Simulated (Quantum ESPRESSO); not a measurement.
Runs of Quantum ESPRESSO 7.5 on MgSi. The structure is orthorhombic, space group Cmcm (No. 63). Conventional cell: a = 3.005 Å, b = 10.852 Å, c = 4.340 Å, α = 90.00°, β = 90.00°, γ = 90.00°. Si (site symmetry m2m) is surrounded by 4 Si at 2.66 to 3.01 Å and 7 Mg at 2.83 to 3.00 Å. Mg (site symmetry m2m) has 7 Si at 2.83 to 3.00 Å and 6 Mg at 3.01 to 3.18 Å as nearest neighbours. The cell comes from a database or a generator and needn't be the stable form of this composition.

```tsv
task	level	potentials or basis	cell	form of the LDA correlation	gap on the mesh (eV)	pressure (GPa)	V0 of scaled cells (Å³/atom)	B0 (GPa)	largest force (eV/Å)
single point	PBEsol	GBRV 1.5 PBEsol	atoms moved at random, drawn with an rms of 0.05 Å	-	none	-1.4	-	-	0.36
equation of state	LDA	GBRV 1.5 LDA	as given	PZ81	-	-	16.81	(a)	-
single point	PBEsol	GBRV 1.5 PBEsol	as given	-	none	-1.5	-	-	0.17
band structure	PBEsol	GBRV 1.5 PBEsol	as given	-	none	-1.5	-	-	0.17
equation of state	PBEsol	GBRV 1.5 PBEsol	as given	-	-	-	17.28	64	-
```

Alike in all rows: no spin polarisation; k mesh 9 × 9 × 6; cutoff (eV) 612; smearing fermi-dirac 0.05 eV.

Estimate the missing entries.

(a) 67.

Caveats: the cell was scaled at fixed shape and fractional positions, which overstates the stiffness of a crystal with free parameters, most of all of layers and chains (some runs).

A gap of «none» marks a metal or a gap under the smearing width.
